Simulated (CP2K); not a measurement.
Cu:

```xyz
1
Lattice="2.5562 0.0000 0.0000 1.2781 2.2137 0.0000 1.2781 0.7379 2.0871" Properties=species:S:1:pos:R:3 pbc="T T T"
Cu    0.0000    0.0000    0.0000
```

Base run:

| Quantity | Value |
| --- | --- |
| Program | CP2K 2026.2 |
| Functional | PBE |
| Potentials or basis | POTENTIAL_UZH Cu GTH-PBE-q11; ccGRB-D basis |
| Density cutoff | 6123 eV |
| k mesh | 13 × 13 × 13 |
| Occupations | fermi-dirac, width 0.05 eV |
| Spin | no spin polarisation |

Its results: band gap on the k mesh none (metal or under the smearing width); pressure 9.4 GPa.

Problem. The run is repeated on the same cell with these changes: potentials or basis from POTENTIAL_UZH Cu GTH-PBE-q11; ccGRB-D basis to POTENTIAL_UZH Cu GTH-PBE-q11; TZVP-MOLOPT-PBE-GTH basis; basis sets from Cu ccGRB-D-q11 to Cu TZVP-MOLOPT-PBE-GTH-q11. What comes out?

Solution. Band gap on the k mesh none (metal or under the smearing width); pressure 3.3 GPa.

Caveats: the basis of atomic orbitals isn't converged, which shifts pressures, moduli and gaps.
